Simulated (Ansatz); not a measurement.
## MgO, space group P6_3/mmc: an equation of state with a fit, step by step

With Ansatz 0.2.0, Python API.

Notebook, run cell by cell (the value of a cell's last expression is shown):

In [1]:
```python
import warnings

import ansatz as az
import numpy as np
from pymatgen.analysis.eos import EOS
```

In [2]:
```python
vectors0 = np.array([
    [3.48638, 0.0, 0.0],
    [-1.74319, 3.01929, 0.0],
    [0.0, 0.0, 4.17804],
])
sites = [
    ('Mg', [2 / 3, 1 / 3, 0.75]),
    ('Mg', [1 / 3, 2 / 3, 0.25]),
    ('O', [2 / 3, 1 / 3, 0.25]),
    ('O', [1 / 3, 2 / 3, 0.75]),
]
```

In [3]:
```python
def crystal_on(cell):
    crystal = az.Crystal(lattice=az.Lattice.of(cell))
    for symbol, position in sites:
        crystal = crystal.atom(symbol, position)
    return crystal
```

In [4]:
```python
warnings.simplefilter('ignore', az.DeckWarning)

# uniform scaling of the cell
volumes, energies = [], []
for scale in np.linspace(0.9, 1.1, 9):
    cell = vectors0 * scale ** (1 / 3)
    model = (
        crystal_on(cell).calculation()
        .functional(az.Functional.PBESOL)
        .pseudopotentials('paw')
        .occupations('fixed')
        .basis(500)
        .kpoints(6, 6, 6)
    )
    rep = model.run().report
    volumes.append(abs(np.linalg.det(cell)) / len(sites))
    energies.append(rep['free_energy_ev'] / len(sites))
    print(f'V = {volumes[-1]:8.4f} A^3/atom  F = {energies[-1]:.5f} eV/atom')

for form in ['pourier_tarantola', 'murnaghan']:
    fit = EOS(eos_name=form).fit(volumes, energies)
    print(f'{form:18s} V0 {fit.v0:8.4f} A^3/atom  B0 {fit.b0_GPa:7.1f} GPa  B1 {fit.b1:5.2f}')
```
```text
V =   9.8954 A^3/atom  F = -1237.81014 eV/atom
V =  10.1703 A^3/atom  F = -1237.83758 eV/atom
V =  10.4452 A^3/atom  F = -1237.85654 eV/atom
V =  10.7200 A^3/atom  F = -1237.86806 eV/atom
V =  10.9949 A^3/atom  F = -1237.87301 eV/atom
V =  11.2698 A^3/atom  F = -1237.87216 eV/atom
V =  11.5447 A^3/atom  F = -1237.86621 eV/atom
V =  11.8195 A^3/atom  F = -1237.85576 eV/atom
V =  12.0944 A^3/atom  F = -1237.84133 eV/atom
pourier_tarantola  V0  11.0884 A^3/atom  B0   130.6 GPa  B1  4.10
murnaghan          V0  11.0894 A^3/atom  B0   129.8 GPa  B1  4.00
```

A third-order Birch-Murnaghan fit through the 9 points has its minimum at 11.09 Å³ an atom, 0.9 % above the typed cell, with a bulk modulus of 130 GPa and dB/dP = 4.1. From that minimum the energy rises by 63.2 meV an atom on the compressed side and 32.0 meV on the expanded side.

Caveats:
- Total energies depend on the potentials; only differences at equal settings carry meaning.
- Shape and fractional positions are held along the curve, so the bulk modulus is an upper value where they are free to relax.
- The structure comes from a database of computed cells and needn't be a stable or known phase.
- The whole script took 9.4 s on 1 thread of Arm Neoverse V2, on a shared host, peak memory 0.44 GiB.
